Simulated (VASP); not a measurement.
Set up this calculation in VASP 6.6.1, as the native input.

| Property | Result |
| --- | --- |
| Task | relaxation of cell and atoms |
| Functional | PBEsol |
| Potentials or basis | VASP PAW PBE potentials, release 64 (Hf_pv) |
| Cutoff | 600 eV |
| k mesh | 8 × 8 × 8 |
| Occupations | fermi-dirac, width 0.05 eV |
| Spin | no spin polarisation |
| Ladder | gaps |
| Further INCAR settings | ALGO = Normal; EDIFF = 1e-07; IBRION = 2; EDIFFG = -0.01; NSW = 60; ISIF = 3 |

The structure of Hf lies in POSCAR:

```
Hf
1.0
   -1.8050000000      1.8050000000      1.8050000000
    1.8050000000     -1.8050000000      1.8050000000
    1.8050000000      1.8050000000     -1.8050000000
Hf
1
Direct
    0.0000000000      0.0000000000      0.0000000000
```

This isn't the form of Hf at room conditions, which is hcp.

One way to write it, as run:

INCAR

```
SYSTEM = Hf
ALGO = Normal ; EDIFF = 1E-7
EDIFFG = -0.01 ; ENCUT = 600
GGA = PS ; IBRION = 2
ISIF = 3 ; ISMEAR = -1
LASPH = .TRUE. ; LCHARG = .FALSE.
LREAL = .FALSE. ; LWAVE = .FALSE.
NELM = 80 ; NSW = 60
PREC = Accurate ; SIGMA = 0.05
```

KPOINTS

```
k-points
0
G
  8 8 8
  0 0 0
```

Potentials or basis: VASP PAW PBE potentials, release 64 (Hf_pv).

Run with:

```bash
$ cat potpaw_PBE.64/Hf_pv/POTCAR > POTCAR
$ mpirun -np 1 vasp_std > vasp.out
```

Results of the run:

```
Relaxed volume                         : 21.25 Å³/atom
Relaxed cell                           : a = 3.022 Å, b = 3.022 Å, c = 3.022 Å, α = 109.47°, β = 109.47°, γ = 109.47°
Space group after relaxing (to 0.05 Å) : Im-3m (No. 229)
Energy gained by relaxing              : 73.4 meV/atom
Ionic steps                            : 4
Pressure after relaxing                : 0.0 GPa
Band gap on the k mesh                 : none (metal or under the smearing width)
```

Caveat: the PAW data sets were made with another functional, which shifts forces and pressure a little.

Run time: 22 s on 1 thread of Intel(R) Xeon(R) Platinum 8488C (Sapphire Rapids), on a shared host, peak memory 0.17 GiB.
